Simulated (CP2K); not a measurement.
Runs of CP2K 2026.2 on MnS. The structure is cubic, space group F-43m (No. 216). The conventional cell has a = 4.947 Å, b = 4.947 Å, c = 4.947 Å, α = 90.00°, β = 90.00°, γ = 90.00°. Mn (site symmetry -43m) is surrounded by 4 S at 2.14 Å. S (site symmetry -43m) has 4 Mn at 2.14 Å as nearest neighbours. The cell is a database's computed one.

```csv
task,level,potentials or basis,smearing,EPS_DEFAULT,MIXING METHOD,MIXING ALPHA,NBUFFER,NGRIDS,gap on the mesh (eV),pressure (GPa),moment (μB),V0 of scaled cells (Å³/atom),B0 (GPa)
equation of state,LDA,"GTH_POTENTIALS Mn GTH-PADE-q15, S GTH-PADE-q6; TZVP-MOLOPT-SR-GTH, TZVP-MOLOPT-PBE-GTH basis",fermi-dirac 0.01 eV,1.0E-9,PULAY_MIXING,0.4,6,5,-,-,-,14.43,165
band structure,r2SCAN,"POTENTIAL_UZH Mn GTH-SCAN-q15, S GTH-SCAN-q6; TZVP-MOLOPT-SR-GTH, TZVP-MOLOPT-SCAN-GTH basis",fermi-dirac 0.05 eV,1.0E-9,PULAY_MIXING,0.4,6,5,none,43.2,4.14,-,-
band structure,LDA,"GTH_POTENTIALS Mn GTH-PADE-q15, S GTH-PADE-q6; TZVP-MOLOPT-SR-GTH, TZVP-MOLOPT-PBE-GTH basis",fermi-dirac 0.01 eV,1.0E-9,PULAY_MIXING,0.4,6,4,none,(b),0.29,-,-
band structure,r2SCAN,"POTENTIAL_UZH Mn GTH-SCAN-q15, S GTH-SCAN-q6; TZVP-MOLOPT-SR-GTH, TZVP-MOLOPT-SCAN-GTH basis",fermi-dirac 0.01 eV,1.0E-9,PULAY_MIXING,0.4,6,5,none,43.7,4.16,-,-
band structure,r2SCAN,"POTENTIAL_UZH Mn GTH-SCAN-q15, S GTH-SCAN-q6; TZVP-MOLOPT-SR-GTH, TZVP-MOLOPT-SCAN-GTH basis",fermi-dirac 0.0259 eV,1.0E-9,PULAY_MIXING,0.4,6,4,none,43.5,4.15,-,-
band structure,r2SCAN,"POTENTIAL_UZH Mn GTH-SCAN-q15, S GTH-SCAN-q6; TZVP-MOLOPT-SCAN-GTH basis",fermi-dirac 0.0259 eV,1.0E-10,BROYDEN_MIXING,0.2,10,5,none,45.3,4.20,-,-
equation of state,LDA,"GTH_POTENTIALS Mn GTH-PADE-q15, S GTH-PADE-q6; TZVP-MOLOPT-SR-GTH, TZVP-MOLOPT-PBE-GTH basis",fermi-dirac 0.1 eV,1.0E-10,PULAY_MIXING,0.4,6,5,-,-,-,(a),164
```

Alike in all rows: spin collinear, ferromagnetic start; cell as given; k mesh 9 × 9 × 9.

Question: Fill in the values left out.

Answer: (a) 14.45; (b) -6.9.

Caveats: the basis of atomic orbitals isn't converged, which shifts pressures, moduli and gaps; semilocal functionals often make such compounds metallic where correlation or magnetic order opens a gap, which also shifts bond lengths (some runs); a pressure of tens of GPa on the cell as given is suspect, and the run, the potentials or the cell itself is likely at fault (some runs); a cell with one magnetic atom can't hold antiferromagnetic order, which such compounds often take (some runs); the moment fell far below its start of 4 μB, so a state of higher moment may lie lower in energy (some runs).

A k mesh can miss the band edges.

A gap of «none» marks a metal or a gap under the smearing width.

Not every run made on this cell is shown here.
